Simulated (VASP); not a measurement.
# P (Cmce) in VASP: notebook

Runs on P. Level: LDA. Tasks: relaxation of cell and atoms.

Program: VASP 6.6.1. These are calculated values, not measurements. Logs are shortened: lines on timing, memory, paths and dates and some standing lists are left out, and cuts for length are marked.

## Step 1: The crystal as given

The structure is orthorhombic, space group Cmce (No. 64). The conventional cell has a = 3.316 Å, b = 10.484 Å, c = 4.379 Å, α = 90.00°, β = 90.00°, γ = 90.00°. Around P (site symmetry m) lie 3 P at 2.22 to 2.24 Å.

## Step 2: Relaxation of cell and atoms, LDA

Contents of INCAR:

```
PREC = Accurate
ENCUT = 350
EDIFF = 1E-7
ISMEAR = 0
SIGMA = 0.02
LREAL = False
LASPH = True
NELM = 80
ALGO = Normal
ISIF = 3
LWAVE = False
LCHARG = False
IBRION = 2
NSW = 80
EDIFFG = -0.002
```

Contents of KPOINTS:

```
regular mesh
0
Gamma
  6 6 4
```

Contents of POSCAR:

```
P
1.0
    1.6582000000     -5.2420000000      0.0000000000
    1.6582000000      5.2420000000      0.0000000000
    0.0000000000      0.0000000000      4.3793000000
P
4
Direct
    0.8983800000      0.1016200000      0.0806800000
    0.6016200000      0.3983800000      0.5806800000
    0.1016200000      0.8983800000      0.9193200000
    0.3983800000      0.6016200000      0.4193200000
```

Potentials or basis: VASP PAW LDA potentials, release 64 (P).

On the command line:

```bash
cat potpaw_LDA.64/P/POTCAR > POTCAR
mpirun -np 1 vasp_std > vasp.out
```

OUTCAR:

```text
PREC = Accurate
   ENCUT = 350
   EDIFF = 1E-7
   ISMEAR = 0
   LREAL = False
   LASPH = True
   NELM = 80
   ISIF = 3
   IBRION = 2
   NSW = 80
   EDIFFG = -0.002

 ion  position               nearest neighbor table
   1  0.898  0.102  0.081-   4 2.22   4 2.22   3 2.24
   2  0.602  0.398  0.581-   3 2.22   3 2.22   4 2.24
   3  0.102  0.898  0.919-   2 2.22   2 2.22   1 2.24
   4  0.398  0.602  0.419-   1 2.22   1 2.22   2 2.24

  LATTYP: Found a base centered orthorhombic cell.
 ALAT       =     3.3164000000
 B/A-ratio  =     3.1612591967
 C/A-ratio  =     1.3204981305

  Lattice vectors:

 A1 = (   1.6582000000,  -5.2420000000,   0.0000000000)
 A2 = (   1.6582000000,   5.2420000000,   0.0000000000)
 A3 = (   0.0000000000,   0.0000000000,   4.3793000000)

Analysis of symmetry for initial positions (statically):
=====================================================================
 Subroutine PRICEL returns:
 Original cell was already a primitive cell.

 Routine SETGRP: Setting up the symmetry group for a
 base centered orthorhombic supercell.

 Subroutine GETGRP returns: Found  8 space group operations
 (whereof  4 operations were pure point group operations)
 out of a pool of  8 trial point group operations.

The static configuration has the point symmetry C_2h.
 The point group associated with its full space group is D_2h.

Analysis of symmetry for dynamics (positions and initial velocities):
=====================================================================
 Subroutine PRICEL returns:
 Original cell was already a primitive cell.

 Routine SETGRP: Setting up the symmetry group for a
 base centered orthorhombic supercell.

 Subroutine GETGRP returns: Found  8 space group operations
 (whereof  4 operations were pure point group operations)
 out of a pool of  8 trial point group operations.

The dynamic configuration has the point symmetry C_2h.
 The point group associated with its full space group is D_2h.

 Subroutine INISYM returns: Found  8 space group operations
 (whereof  4 operations are pure point group operations),
 and found     1 'primitive' translations

----------------------------------------------------------------------------------------

                                     Primitive cell

  volume of cell :      76.1322

  direct lattice vectors                    reciprocal lattice vectors
     1.658200000 -5.242000000  0.000000000     0.301531781 -0.095383441  0.000000000
[... 130 lines left out ...]
--------------------------------------- Ionic step        1  -------------------------------------------

 number of electron      20.0000009 magnetization

 Free energy of the ion-electron system (eV)
  ---------------------------------------------------
  ext. energy  EPLUGINS =         0.00000000
  ---------------------------------------------------
  free energy    TOTEN  =       -24.05035477 eV

  energy without entropy =      -24.05035469  energy(sigma->0) =      -24.05035473

------------------------ aborting loop because EDIFF is reached ----------------------------------------

  FORCE on cell =-STRESS in cart. coord.  units (eV):
  Direction    XX          YY          ZZ          XY          YZ          ZX
  --------------------------------------------------------------------------------------
  -------------------------------------------------------------------------------------
  Total       -1.3730992     -0.8239672     -1.4297371      0.0000000     -0.0000000      0.0000000
  in kB      -28.8964097    -17.3401112    -30.0883335      0.0000000     -0.0000000      0.0000000
  external PRESSURE =     -25.4416181 kB  Pullay stress =       0.0000000 kB
[... 95 lines left out ...]
  FREE ENERGIE OF THE ION-ELECTRON SYSTEM (eV)
  ---------------------------------------------------
  free  energy   TOTEN  =       -24.0686967364 eV

  energy  without entropy=      -24.0686949014  energy(sigma->0) =      -24.06869582

[... ionic steps 4 to 20 ...]

--------------------------------------- Ionic step       21  -------------------------------------------

 number of electron      19.9999994 magnetization

------------------------ aborting loop because EDIFF is reached ----------------------------------------
[... 71 lines left out ...]
--------------------------------------- Ionic step       23  -------------------------------------------

 number of electron      19.9999994 magnetization

 Free energy of the ion-electron system (eV)
  ---------------------------------------------------
  ext. energy  EPLUGINS =         0.00000000
  ---------------------------------------------------
  free energy    TOTEN  =       -24.11522170 eV

  energy without entropy =      -24.11490827  energy(sigma->0) =      -24.11506498

 E-fermi :   7.6473     XC(G=0): -10.5977

 val. band max:        7.3952997428   @ k =   0.5000   0.3333   0.0000
 cond. band min:       7.6472942135   @ k =   0.5000   0.1667   0.0000
 fundamental gap:      0.2519944707
 Fermi energy:         7.6472942134

 k-point     1 :       0.0000    0.0000    0.0000
  band No.  band energies     occupation
      1      -8.4315      2.00000
      2      -4.8512      2.00000
      3      -1.2907      2.00000
      4       0.2019      2.00000
      5       2.4865      2.00000
      6       3.4178      2.00000
      7       3.7059      2.00000
      8       4.8700      2.00000
      9       4.8877      2.00000
     10       6.3622      2.00000
     11       8.8086      0.00000
     12       8.9218      0.00000
     13       9.4421      0.00000
     14      11.2321      0.00000
[... 377 lines left out ...]
      1      -7.3279      2.00000
      2      -5.4743      2.00000
      3      -2.4137      2.00000
      4      -0.1205      2.00000
      5       1.4690      2.00000
      6       3.2814      2.00000
      7       4.0683      2.00000
      8       4.9505      2.00000
      9       6.4119      2.00000
     10       6.8879      2.00000
     11       8.5158      0.00000
     12       9.6182      0.00000
     13      10.2166      0.00000
     14      11.1925      0.00000

 [... further k-points ...]

------------------------ aborting loop because EDIFF is reached ----------------------------------------

  FORCE on cell =-STRESS in cart. coord.  units (eV):
  Direction    XX          YY          ZZ          XY          YZ          ZX
  --------------------------------------------------------------------------------------
  -------------------------------------------------------------------------------------
  Total       -0.0044403     -0.0002974     -0.0006573      0.0000000     -0.0000000      0.0000000
  in kB       -0.1041097     -0.0069736     -0.0154115      0.0000000     -0.0000000      0.0000000
  external PRESSURE =      -0.0421649 kB  Pullay stress =       0.0000000 kB
[... 19 lines left out ...]
  FREE ENERGIE OF THE ION-ELECTRON SYSTEM (eV)
  ---------------------------------------------------
  free  energy   TOTEN  =       -24.1152217043 eV

  energy  without entropy=      -24.1149082656  energy(sigma->0) =      -24.11506498

 reached required accuracy - stopping structural energy minimisation
```

OSZICAR:

```text
N       E                     dE             d eps       ncg     rms          rms(c)
DAV:   1     0.478964474299E+02    0.47896E+02   -0.67247E+03  1092   0.885E+02
DAV:   2    -0.208699234366E+02   -0.68766E+02   -0.66398E+02  1418   0.157E+02
DAV:   3    -0.242462287490E+02   -0.33763E+01   -0.33624E+01  1452   0.378E+01
DAV:   4    -0.242928221815E+02   -0.46593E-01   -0.46544E-01  1384   0.510E+00
[... 174 lines left out ...]
DAV:   1    -0.241152245332E+02   -0.63032E-05   -0.79760E-04  1092   0.157E-01    0.165E-02
DAV:   2    -0.241152238407E+02    0.69255E-06   -0.42775E-05  1410   0.470E-02    0.743E-03
DAV:   3    -0.241152220676E+02    0.17731E-05   -0.23122E-06  1248   0.986E-03    0.345E-03
DAV:   4    -0.241152217071E+02    0.36051E-06   -0.11302E-06  1368   0.620E-03    0.201E-03
DAV:   5    -0.241152217043E+02    0.28019E-08   -0.95978E-08   660   0.220E-03
  23 F= -.24115222E+02 E0= -.24115065E+02  d E =-.349468E-05
```

Run time: 1.8 min. Hardware: 1 thread of Intel Xeon 6975P-C (Granite Rapids), shared host; peak memory 0.15 GiB.

Results:

```yaml
Free_energy: -24.1152 eV
Relaxed_volume: 17.08 Å³/atom
Relaxed_cell: a = 5.307 Å, b = 5.307 Å, c = 4.058 Å, α = 90.00°, β = 90.00°, γ = 143.28°
Space_group_after_relaxing_to_0.05_Å: Cmce (No. 64)
Energy_gained_by_relaxing: 16.2 meV/atom
Ionic_steps: 23
Pressure_after_relaxing: 0.0 GPa
Band_gap_on_the_k_mesh: none (metal or under the smearing width)
```

The path:
```
step  energy change (eV)  largest force (eV/Å)  pressure (GPa)  volume (Å³)
   1              0.0000                0.0457           -2.54        76.13
   2             -0.0124                0.3649            1.39        72.85
   3             -0.0183                0.2125           -0.11        74.01
   4             -0.0264                0.1571           -0.07        73.37
   5             -0.0411                0.1699           -0.02        71.47
   6             -0.0479                0.0979           -0.10        71.07
   7             -0.0583                0.1140           -0.27        69.88
   8             -0.0586                0.1541           -0.29        69.65
   9             -0.0630                0.0980           -0.22        69.08
  10             -0.0644                0.0493           -0.11        68.54
  11             -0.0647                0.0250           -0.05        68.49
  12             -0.0648                0.0076            0.01        68.44
  13             -0.0648                0.0046            0.00        68.44
  14             -0.0648                0.0070           -0.01        68.44
  15             -0.0648                0.0054           -0.01        68.43
  16             -0.0648                0.0018            0.00        68.42
  17             -0.0648                0.0099            0.02        68.38
  18             -0.0649                0.0045            0.01        68.40
  19             -0.0649                0.0005           -0.03        68.41
  20             -0.0649                0.0010           -0.03        68.41
  21             -0.0649                0.0020           -0.02        68.39
  22             -0.0649                0.0043            0.00        68.36
  23             -0.0649                0.0005            0.00        68.33
```

Final structure:
```
P
1.0
     1.67164   -5.03709    0.00000
     1.67164    5.03709    0.00000
     0.00000    0.00000    4.05769
P
4
Direct
  0.89270 0.10730 0.06880
  0.60730 0.39270 0.56880
  0.10730 0.89270 0.93120
  0.39270 0.60730 0.43120
```

Caveat: the volume moved by -10 % from the deposited cell, more than functionals usually miss. Zero-point motion and thermal expansion aren't in these numbers.

## Step 3: Relaxation of cell and atoms, LDA

This run uses another cell than the first one, of 17.08 Å³/atom, 0.898 times its volume.

INCAR is that of step 2.

KPOINTS is that of step 2.

Contents of POSCAR:

```
P                                       
1.0
    1.6716446432     -5.0370906100      0.0000000000
    1.6716446432      5.0370906100     -0.0000000000
    0.0000000000     -0.0000000000      4.0576913946
  P             
     4
Direct
     0.8927036390188454    0.1072963609811543    0.0688007171180341
     0.6072963609811546    0.3927036390188457    0.5688007171180339
     0.1072963609811543    0.8927036390188454    0.9311992828819661
     0.3927036390188457    0.6072963609811546    0.4311992828819658
```

Potentials or basis: VASP PAW LDA potentials, release 64 (P).

On the command line:

```bash
cat potpaw_LDA.64/P/POTCAR > POTCAR
mpirun -np 1 vasp_std > vasp.out
```

It took 28 s on 1 thread of Intel Xeon 6975P-C (Granite Rapids), shared host; peak memory 0.14 GiB.

The run converged. Its results:

```
Free energy                            : -24.1128 eV
Relaxed volume                         : 17.05 Å³/atom
Relaxed cell                           : a = 5.304 Å, b = 5.304 Å, c = 4.051 Å, α = 90.00°, β = 90.00°, γ = 143.24°
Space group after relaxing (to 0.05 Å) : Cmce (No. 64)
Energy gained by relaxing              : 0.0 meV/atom
Ionic steps                            : 7
Pressure after relaxing                : 0.0 GPa
Band gap on the k mesh                 : none (metal or under the smearing width)
```

Final structure:
```yaml
crystal:
  lattice:
    - [1.67239, -5.03348, 0.00000]
    - [1.67239, 5.03348, 0.00000]
    - [0.00000, 0.00000, 4.05123]
  atoms:
    - { symbol: P, position: [0.89259, 0.10741, 0.06852] }
    - { symbol: P, position: [0.60741, 0.39259, 0.56852] }
    - { symbol: P, position: [0.10741, 0.89259, 0.93148] }
    - { symbol: P, position: [0.39259, 0.60741, 0.43148] }
```

Levels at points of the mesh, in eV from the Fermi level:
```
           k point  band 7  band 8  band 9  band 10  band 11  band 12  band 13  band 14
(0.00, 0.00, 0.00)   -3.93   -2.79   -2.76    -1.29     1.16     1.29     1.79     3.59
(0.50, 0.00, 0.00)   -3.10   -3.10   -2.57    -2.57     0.73     0.73     1.21     1.21
(0.50, 0.50, 0.00)   -4.57   -2.19   -1.85    -0.47     0.30     0.75     2.42     3.27
(0.00, 0.00, 0.50)   -3.13   -3.13   -0.75    -0.75     1.39     1.39     1.95     1.95
(0.50, 0.00, 0.50)   -5.82   -5.82   -2.12    -2.12     1.57     1.57     5.19     5.19
(0.50, 0.50, 0.50)   -2.33   -2.33   -1.12    -1.12     1.26     1.26     2.61     2.61
```

Caveat: the k mesh is coarse (spacing up to 0.39 Å⁻¹), so the values aren't converged.
